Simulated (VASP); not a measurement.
**From one sheet to two: 2H-MoS2 monolayer**

Aim: relax 2H-MoS2 monolayer, place its levels against the vacuum, then find how two sheets stack and bind.

Calculated with VASP 6.6.1; r2SCAN with rVV10, no spin polarisation; plane waves and PAW (Mo, S), in the first sound run; inputs show where later runs differ.

## (1) The structure

The cell holds 3 atoms: 1 Mo and 2 S. Its edges and angles: a = 3.180 Å, b = 3.180 Å, c = 22.000 Å, α = 90.0°, β = 90.0°, γ = 120.0°. Vacuum lies along c.

Coordinates:

```xyz
3
Lattice="3.1800 0.0000 0.0000 -1.5900 2.7540 0.0000 0.0000 0.0000 22.0000" Properties=species:S:1:pos:R:3
Mo    0.0000    1.8360   11.0000
S     1.5900    0.9180    9.4350
S     1.5900    0.9180   12.5650
```

## (2) Relaxing the monolayer

The sheet's cell relaxes in its plane with the atoms, while the vacuum is kept.

File INCAR:

```
SYSTEM = MoS2
PREC = Normal
ENCUT = 350
EDIFF = 1E-06
NELM = 120
ISMEAR = 0
SIGMA = 0.03
LREAL = .FALSE.
ALGO = Normal
METAGGA = R2SCAN
LUSE_VDW = .TRUE.
IVDW_NL = 2
BPARAM = 11.95
CPARAM = 0.0093
LASPH = .TRUE.
NBANDS = 15
LORBIT = 11
LWAVE = .FALSE.
LCHARG = .FALSE.
KPAR = 4
IBRION = 2
NSW = 50
ISIF = 3
EDIFFG = -0.015
POTIM = 0.4
IDIPOL = 3
LDIPOL = .TRUE.
DIPOL = 0.5 0.5 0.5
LATTICE_CONSTRAINTS = .TRUE. .TRUE. .FALSE.
```

File POSCAR:

```
MoS2
1.0
    3.1800000000      0.0000000000      0.0000000000
   -1.5900000000      2.7539607840      0.0000000000
    0.0000000000      0.0000000000     22.0000000000
Mo S
1 2
Direct
    0.3333333333      0.6666666667      0.5000000000
    0.6666666667      0.3333333333      0.4288636364
    0.6666666667      0.3333333333      0.5711363636
```

File KPOINTS:

```
Automatic mesh
0
Gamma
12 12 1
0 0 0
```

Potentials, in the order of the species: Mo and S (PBE family, release 64).

The run is started by

```console
$ mpirun -np 4 vasp_std
```

The program printed:

```text
[banner, memory and clock lines left out]
running    4 mpi-ranks, on    1 nodes
 distrk:  each k-point on    1 cores,    4 groups
 distr:  one band on    1 cores,    1 groups

 POSCAR found type information on POSCAR MoS
 POSCAR found :  2 types and       3 ions
|                                                                             |
|               ----> ADVICE to this user running VASP <----                  |
|                                                                             |
|     You have switched on vdW-DFT.                                           |
|     This routine was written and supplied by Jiri Klimes. We recommend      |
|     that you carefully read and cite the following publications:            |
|       J. Klimes, D.R. Bowler, A. Michelides                                 |
|          J. Phys.: Cond Matt. 22 022201 (2010)                              |
|       J. Klimes, D.R. Bowler, A. Michelides                                 |
|          Phys. Rev. B. 83, 195131 (2011)                                    |
|     and references therein.                                                 |
|                                                                             |

|                                                                             |
|               ----> ADVICE to this user running VASP <----                  |
|                                                                             |
|     You enforced a specific xc type in the INCAR file but a different       |
|     [... a line on the potential file left out ...]
|     I HOPE YOU KNOW WHAT YOU ARE DOING!                                     |
|                                                                             |

 LDA part: xc-table for (None), standard interpolation
 POSCAR, INCAR and KPOINTS ok, starting setup
 FFT: planning ... GRIDC
 FFT: planning ... GRID_SOFT
 FFT: planning ... GRID
 WAVECAR not read
 entering main loop
       N       E                     dE             d eps       ncg     rms          rms(c)
Total rVV10 correction in eV:      0.5481446    24.2361254
Total rVV10 correction in eV:      0.5481446    24.2361254
Total rVV10 correction in eV:      0.5481446    24.2361254
Total rVV10 correction in eV:      0.5481446    24.2361254
DAV:   1     0.835965471536E+02    0.83597E+02   -0.52195E+03   578   0.651E+02
DAV:   2    -0.374510823476E+02   -0.12105E+03   -0.11449E+03   885   0.162E+02
DAV:   3    -0.487096231024E+02   -0.11259E+02   -0.11119E+02   822   0.600E+01
DAV:   4    -0.489065670775E+02   -0.19694E+00   -0.19655E+00   647   0.957E+00
DAV:   5    -0.489119730464E+02   -0.54060E-02   -0.54053E-02   787   0.152E+00    0.258E+01
Total rVV10 correction in eV:      0.5482965    24.2372667
Total rVV10 correction in eV:      0.5482965    24.2372667
Total rVV10 correction in eV:      0.5482965    24.2372667
Total rVV10 correction in eV:      0.5482965    24.2372667
DAV:   6    -0.447977496863E+02    0.41142E+01   -0.68643E+00   710   0.201E+01    0.104E+01
Total rVV10 correction in eV:      0.5427090    24.2385955
Total rVV10 correction in eV:      0.5427090    24.2385955
Total rVV10 correction in eV:      0.5427090    24.2385955
Total rVV10 correction in eV:      0.5427090    24.2385955
DAV:   7    -0.445693589201E+02    0.22839E+00   -0.26593E+00   731   0.159E+01    0.779E+00
Total rVV10 correction in eV:      0.5441919    24.2380749
Total rVV10 correction in eV:      0.5441919    24.2380749
Total rVV10 correction in eV:      0.5441919    24.2380749
Total rVV10 correction in eV:      0.5441919    24.2380749
DAV:   8    -0.443796611624E+02    0.18970E+00   -0.36036E-01   717   0.563E+00    0.979E-01
Total rVV10 correction in eV:      0.5456023    24.2381384
Total rVV10 correction in eV:      0.5456023    24.2381384
Total rVV10 correction in eV:      0.5456023    24.2381384
Total rVV10 correction in eV:      0.5456023    24.2381384
DAV:   9    -0.443911608678E+02   -0.11500E-01   -0.44565E-02   752   0.158E+00    0.316E-01
Total rVV10 correction in eV:      0.5469335    24.2381017
Total rVV10 correction in eV:      0.5469335    24.2381017
Total rVV10 correction in eV:      0.5469335    24.2381017
Total rVV10 correction in eV:      0.5469335    24.2381017
DAV:  10    -0.443906743851E+02    0.48648E-03   -0.24952E-03   710   0.402E-01    0.972E-02
Total rVV10 correction in eV:      0.5478408    24.2379637
Total rVV10 correction in eV:      0.5478408    24.2379637
Total rVV10 correction in eV:      0.5478408    24.2379637
Total rVV10 correction in eV:      0.5478408    24.2379637
DAV:  11    -0.443912450782E+02   -0.57069E-03   -0.68188E-04   710   0.192E-01    0.580E-02
Total rVV10 correction in eV:      0.5484587    24.2377946
Total rVV10 correction in eV:      0.5484587    24.2377946
Total rVV10 correction in eV:      0.5484587    24.2377946
Total rVV10 correction in eV:      0.5484587    24.2377946
DAV:  12    -0.443916784633E+02   -0.43339E-03   -0.20334E-04   696   0.912E-02    0.545E-02
Total rVV10 correction in eV:      0.5496550    24.2373368
Total rVV10 correction in eV:      0.5496550    24.2373368
Total rVV10 correction in eV:      0.5496550    24.2373368
Total rVV10 correction in eV:      0.5496550    24.2373368
DAV:  13    -0.443924380002E+02   -0.75954E-03   -0.62965E-04   647   0.145E-01    0.221E-02
Total rVV10 correction in eV:      0.5499516    24.2371473
Total rVV10 correction in eV:      0.5499516    24.2371473
Total rVV10 correction in eV:      0.5499516    24.2371473
Total rVV10 correction in eV:      0.5499516    24.2371473
DAV:  14    -0.443925913799E+02   -0.15338E-03   -0.27702E-05   661   0.357E-02    0.229E-02
Total rVV10 correction in eV:      0.5504317    24.2366911
Total rVV10 correction in eV:      0.5504317    24.2366911
Total rVV10 correction in eV:      0.5504317    24.2366911
Total rVV10 correction in eV:      0.5504317    24.2366911
DAV:  15    -0.443929337506E+02   -0.34237E-03   -0.73926E-05   640   0.555E-02    0.202E-02
Total rVV10 correction in eV:      0.5506991    24.2364779
Total rVV10 correction in eV:      0.5506991    24.2364779
Total rVV10 correction in eV:      0.5506991    24.2364779
Total rVV10 correction in eV:      0.5506991    24.2364779
DAV:  16    -0.443931261266E+02   -0.19238E-03   -0.37767E-05   682   0.367E-02    0.966E-03
Total rVV10 correction in eV:      0.5507980    24.2362803
Total rVV10 correction in eV:      0.5507980    24.2362803
Total rVV10 correction in eV:      0.5507980    24.2362803
Total rVV10 correction in eV:      0.5507980    24.2362803
DAV:  17    -0.443932838629E+02   -0.15774E-03   -0.42505E-05   675   0.349E-02    0.751E-03
Total rVV10 correction in eV:      0.5508071    24.2361795
[...]
Total rVV10 correction in eV:      0.5507929    24.2361186
Total rVV10 correction in eV:      0.5507929    24.2361186
Total rVV10 correction in eV:      0.5507929    24.2361186
DAV:  21    -0.443933852094E+02   -0.17107E-05   -0.99429E-08   593   0.301E-03    0.251E-04
Total rVV10 correction in eV:      0.5507919    24.2361192
Total rVV10 correction in eV:      0.5507919    24.2361192
Total rVV10 correction in eV:      0.5507919    24.2361192
Total rVV10 correction in eV:      0.5507919    24.2361192
DAV:  22    -0.443933853405E+02   -0.13105E-06   -0.13828E-07   502   0.363E-03
Total rVV10 correction in eV:      0.5507906    24.2361212
Total rVV10 correction in eV:      0.5507906    24.2361212
Total rVV10 correction in eV:      0.5507906    24.2361212
Total rVV10 correction in eV:      0.5507906    24.2361212
Total rVV10 correction in eV:      0.5507914    24.2361201
Total rVV10 correction in eV:      0.5507914    24.2361201
Total rVV10 correction in eV:      0.5507914    24.2361201
Total rVV10 correction in eV:      0.5507914    24.2361201
   1 F= -.44393385E+02 E0= -.44393385E+02  d E =-.443934E+02
 curvature:   0.00 expect dE= 0.000E+00 dE for cont linesearch  0.000E+00
 trial: gam= 0.00000 g(F)=  0.206E-02 g(S)=  0.383E-02 ort = 0.000E+00 (trialstep = 0.100E+01)
 search vector abs. value=  0.588E-02
 bond charge predicted
       N       E                     dE             d eps       ncg     rms          rms(c)
Total rVV10 correction in eV:      0.5501169    24.2361218
Total rVV10 correction in eV:      0.5501169    24.2361218
Total rVV10 correction in eV:      0.5501169    24.2361218
Total rVV10 correction in eV:      0.5501169    24.2361218
DAV:   1    -0.443965765985E+02   -0.31914E-02   -0.28041E-01   570   0.330E+00    0.822E-01
Total rVV10 correction in eV:      0.5489623    24.2362355
Total rVV10 correction in eV:      0.5489623    24.2362355
Total rVV10 correction in eV:      0.5489623    24.2362355
Total rVV10 correction in eV:      0.5489623    24.2362355
DAV:   2    -0.443951214427E+02    0.14552E-02   -0.16520E-02   710   0.105E+00    0.688E-01
Total rVV10 correction in eV:      0.5484806    24.2361467
Total rVV10 correction in eV:      0.5484806    24.2361467
Total rVV10 correction in eV:      0.5484806    24.2361467
Total rVV10 correction in eV:      0.5484806    24.2361467
DAV:   3    -0.443943962973E+02    0.72515E-03   -0.27901E-03   682   0.478E-01    0.208E-01
Total rVV10 correction in eV:      0.5479721    24.2361688
Total rVV10 correction in eV:      0.5479721    24.2361688
Total rVV10 correction in eV:      0.5479721    24.2361688
Total rVV10 correction in eV:      0.5479721    24.2361688
DAV:   4    -0.443941279250E+02    0.26837E-03   -0.10311E-03   612   0.258E-01    0.756E-02
Total rVV10 correction in eV:      0.5479818    24.2361640
Total rVV10 correction in eV:      0.5479818    24.2361640
Total rVV10 correction in eV:      0.5479818    24.2361640
Total rVV10 correction in eV:      0.5479818    24.2361640
DAV:   5    -0.443941504982E+02   -0.22573E-04   -0.13576E-04   640   0.930E-02    0.578E-02
Total rVV10 correction in eV:      0.5479962    24.2361599
Total rVV10 correction in eV:      0.5479962    24.2361599
Total rVV10 correction in eV:      0.5479962    24.2361599
Total rVV10 correction in eV:      0.5479962    24.2361599
DAV:   6    -0.443941564015E+02   -0.59033E-05   -0.77238E-06   767   0.228E-02    0.330E-02
Total rVV10 correction in eV:      0.5479851    24.2361549
Total rVV10 correction in eV:      0.5479851    24.2361549
Total rVV10 correction in eV:      0.5479851    24.2361549
Total rVV10 correction in eV:      0.5479851    24.2361549
DAV:   7    -0.443941687770E+02   -0.12375E-04   -0.44644E-06   703   0.170E-02    0.128E-02
Total rVV10 correction in eV:      0.5479851    24.2361513
Total rVV10 correction in eV:      0.5479851    24.2361513
Total rVV10 correction in eV:      0.5479851    24.2361513
Total rVV10 correction in eV:      0.5479851    24.2361513
DAV:   8    -0.443941679028E+02    0.87412E-06   -0.27659E-07   502   0.493E-03
Total rVV10 correction in eV:      0.5479938    24.2361209
Total rVV10 correction in eV:      0.5479938    24.2361209
Total rVV10 correction in eV:      0.5479938    24.2361209
Total rVV10 correction in eV:      0.5479938    24.2361209
Total rVV10 correction in eV:      0.5479881    24.2361423
Total rVV10 correction in eV:      0.5479881    24.2361423
Total rVV10 correction in eV:      0.5479881    24.2361423
Total rVV10 correction in eV:      0.5479881    24.2361423
   2 F= -.44394168E+02 E0= -.44394168E+02  d E =-.782562E-03
[...]
3 F= -.44395105E+02 E0= -.44395105E+02  d E =-.171993E-02
[...]
4 F= -.44395106E+02 E0= -.44395106E+02  d E =-.172087E-02
[...]
5 F= -.44395183E+02 E0= -.44395183E+02  d E =-.763612E-04
 trial-energy change:   -0.000076  1 .order   -0.000081   -0.000104   -0.000059
 step:   2.1233(harm=  2.1233)  dis= 0.00278  next Energy=   -44.395227 (dE=-0.121E-03)
 bond charge predicted
       N       E                     dE             d eps       ncg     rms          rms(c)
Total rVV10 correction in eV:      0.5495365    24.2361216
Total rVV10 correction in eV:      0.5495365    24.2361216
Total rVV10 correction in eV:      0.5495365    24.2361216
Total rVV10 correction in eV:      0.5495365    24.2361216
DAV:   1    -0.443952044514E+02   -0.21535E-04   -0.64413E-03   605   0.470E-01    0.498E-02
Total rVV10 correction in eV:      0.5496644    24.2361272
Total rVV10 correction in eV:      0.5496644    24.2361272
Total rVV10 correction in eV:      0.5496644    24.2361272
Total rVV10 correction in eV:      0.5496644    24.2361272
DAV:   2    -0.443952177114E+02   -0.13260E-04   -0.31823E-04   640   0.123E-01    0.276E-02
Total rVV10 correction in eV:      0.5496978    24.2361242
Total rVV10 correction in eV:      0.5496978    24.2361242
Total rVV10 correction in eV:      0.5496978    24.2361242
Total rVV10 correction in eV:      0.5496978    24.2361242
DAV:   3    -0.443952038773E+02    0.13834E-04   -0.15725E-05   619   0.344E-02    0.231E-02
Total rVV10 correction in eV:      0.5497195    24.2361230
Total rVV10 correction in eV:      0.5497195    24.2361230
Total rVV10 correction in eV:      0.5497195    24.2361230
Total rVV10 correction in eV:      0.5497195    24.2361230
DAV:   4    -0.443951988869E+02    0.49904E-05   -0.28084E-06   584   0.121E-02    0.118E-02
Total rVV10 correction in eV:      0.5497492    24.2361231
Total rVV10 correction in eV:      0.5497492    24.2361231
Total rVV10 correction in eV:      0.5497492    24.2361231
Total rVV10 correction in eV:      0.5497492    24.2361231
DAV:   5    -0.443951954147E+02    0.34722E-05   -0.64694E-06   584   0.190E-02    0.946E-03
Total rVV10 correction in eV:      0.5497539    24.2361237
Total rVV10 correction in eV:      0.5497539    24.2361237
Total rVV10 correction in eV:      0.5497539    24.2361237
Total rVV10 correction in eV:      0.5497539    24.2361237
DAV:   6    -0.443951938417E+02    0.15731E-05   -0.68200E-07   488   0.751E-03    0.376E-03
Total rVV10 correction in eV:      0.5497537    24.2361244
Total rVV10 correction in eV:      0.5497537    24.2361244
Total rVV10 correction in eV:      0.5497537    24.2361244
Total rVV10 correction in eV:      0.5497537    24.2361244
DAV:   7    -0.443951929760E+02    0.86565E-06   -0.25211E-07   432   0.398E-03
Total rVV10 correction in eV:      0.5497455    24.2361211
Total rVV10 correction in eV:      0.5497455    24.2361211
Total rVV10 correction in eV:      0.5497455    24.2361211
Total rVV10 correction in eV:      0.5497455    24.2361211
Total rVV10 correction in eV:      0.5497507    24.2361245
Total rVV10 correction in eV:      0.5497507    24.2361245
Total rVV10 correction in eV:      0.5497507    24.2361245
Total rVV10 correction in eV:      0.5497507    24.2361245
   6 F= -.44395193E+02 E0= -.44395193E+02  d E =-.867626E-04
 curvature:  -1.07 expect dE=-0.818E-05 dE for cont linesearch -0.704E-05
 trial: gam= 0.00000 g(F)=  0.312E-05 g(S)=  0.450E-05 ort =-0.275E-04 (trialstep = 0.116E+01)
 search vector abs. value=  0.762E-05
 reached required accuracy - stopping structural energy minimisation
```

Elapsed: 3.6 min, on 4 MPI ranks of AMD EPYC 7R43, shared host; peak memory 1.1 GiB.

The logs omit lines about the potential files and the build; timing stands in the text.

(Continued in part 2 of 9.)

[Lines on the potential files, build, host, timing and source positions are cut from VASP's logs without a mark.]

[Logs are printed without paths, hosts, clocks, repeated set-up lines and the standing remarks that a program may print on its own settings, such as how far it seeks lower states.]

[Hosts, paths, dates, database ids (printed as entryN), source tags and the programs' standing remarks are cut or masked in the printed files.]

[Runs that stopped without an error message from VASP are left out.]
